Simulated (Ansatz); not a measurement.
# Cr (diamond type): the cost of one run

Computed with Ansatz 0.2.0 (DFT PBE, with the methods named in each step, unless a step's input says otherwise).

This is Cr in the diamond structure; at room conditions it is bcc.

2 further runs of the same task are left out: 2 that didn't finish.

## 1. Starting point

It takes space group Fd-3m (No. 227, cubic). Conventional cell: a = 5.095 Å, b = 5.095 Å, c = 5.095 Å, α = 90.00°, β = 90.00°, γ = 90.00°. Around Cr (site symmetry -43m) lie 4 Cr at 2.21 Å.

Structure file:

```xyz
2
Lattice="0.0000 2.5473 2.5473 2.5473 0.0000 2.5473 2.5473 2.5473 0.0000" Properties=species:S:1:pos:R:3 pbc="T T T"
Cr   -0.6368   -0.6368   -0.6368
Cr    0.6368    0.6368    0.6368
```

Whether this phase is the stable one at these pressures isn't tested.

Atoms are numbered in the order of the input: Cr1, Cr2.

## 2. The reference volume, LAPW

The input, input.yaml:

```yaml
crystal:
  lattice:
    - [0.0, 2.5473032377, 2.5473032377]
    - [2.5473032377, 0.0, 2.5473032377]
    - [2.5473032377, 2.5473032377, 0.0]
  atoms:
    - { symbol: Cr, position: [-0.125, -0.125, -0.125], spin: 2.0 }
    - { symbol: Cr, position: [0.125, 0.125, 0.125], spin: 2.0 }
magnetization:
  spin_polarized: true
kpoints:
  mp_grid: { grid: [15, 15, 15] }
  band_path:
    path:
      - [0.0, 0.0, 0.0]
      - [0.5, 0.0, 0.5]
      - [0.625, 0.25, 0.625]
      - [0.375, 0.375, 0.75]
      - [0.0, 0.0, 0.0]
      - [0.5, 0.5, 0.5]
      - [0.5, 0.25, 0.75]
      - [0.5, 0.0, 0.5]
    npoints: 14
scf:
  occupations: { method: fermi_dirac, width: 0.05 }
hamiltonian:
  xc: pbe
  pseudopotentials: { kind: all_electron, lapw: { basis_error: 0.001 } }
output:
  forces: true
  stress: true
  eigenvalues: true
  populations: true
  dos: { projected: true, de: 0.2, e_range: [-14, 8] }
```

Launch:

```sh
$ ansatz run input.yaml --threads 1 --pin off --max-ram 3072MiB --backend cpu --events-out ev --progress --plain --runs-dir out
```

**Question.** How long does this run take on 1 thread of Arm Neoverse V1, shared host, and how much memory does it need?

About 9.5 min, with a peak of 1.2 GiB.
